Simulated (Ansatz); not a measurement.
Below is a relaxed structure of PbSe. The cell was reached from a generator's guess, though it ends in a space group that the Crystallography Open Database lists for this formula.

All numbers below come from DFT PBE, scalar-relativistic, plane waves, PAW (Ansatz 0.2.0). Cutoff 420 eV, Γ-centred mesh, Gaussian smearing, no spin polarisation.

```
Pb Se
1.0
     0.00000    3.10900    3.10900
     3.10900    0.00000    3.10900
     3.10900    3.10900    0.00000
Pb Se
1 1
Direct
  0.50000 0.50000 0.50000
  0.00000 0.00000 0.00000
```

Energies over the elements count from the elements' standard structures at the same level, with no fitted energy shifts.

Task: What space group does it have?

Result: Fm-3m (No. 225), the rock salt type. Conventional cell: a = 6.218 Å. Pb is surrounded by 6 Se at 3.11 Å; around Se lie 6 Pb at 3.11 Å.

Task: What is its formation energy per atom?

Result: −0.565 eV/atom. It lies below the elements, which doesn't yet make it stable against other compounds or structures.

Task: Is it a metal?

Result: No, the gap on the 12×12×12 mesh is 0.43 eV.

The last run used a 12×12×12 mesh for its 2-atom cell and Gaussian smearing of 0.02 eV. These runs have no spin–orbit coupling, which can matter for Pb. Kohn–Sham gaps at this level usually fall short of measured ones. The missing spin–orbit coupling can work the other way here. The reference form of Se is held partly by dispersion forces, which this level lacks. This cell was reached by moving the atoms of another relaxed cell at random and relaxing again, last within the group found; it had no such test of its own.
